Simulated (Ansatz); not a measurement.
**Pressure series in LaAlO3**

Base system: LaAlO$_{3}$ (space group R-3c, No. 167; a = 5.368 Å, c = 13.110 Å (hexagonal axes)).

Cell and atoms are relaxed at each pressure.

Method: r2SCAN (Ansatz, an electronic-structure program, PAW, scalar-relativistic without spin-orbit coupling).

| pressure (GPa) | volume per atom (Å³/atom) |
|---|---|
| -2 | 11.018 |
| -1 | ? |
| 0 | 10.905 |
| 1.8 | 10.809 |
| 4.2 | 10.688 |
| 9 | 10.465 |

**Question.** Fit the third-order Birch–Murnaghan form P(V) = (3B₀/2)[(V₀/V)^(7/3) − (V₀/V)^(5/3)]·[1 + (3/4)(B₀′ − 4)((V₀/V)^(2/3) − 1)] (squares taken in P) to the rows shown and predict the withheld row.

**Answer.** Least squares on the printed values gives V₀ = 10.905 Å³/atom, B₀ = 199 GPa, B₀′ = 4.4; this predicts 10.961 Å³/atom, and the run gives 10.961 Å³/atom, in agreement.

Load acts through the strain it causes; cell and atoms are relaxed under it. Stability against distortions was not tested. No other phases were tried under pressure.
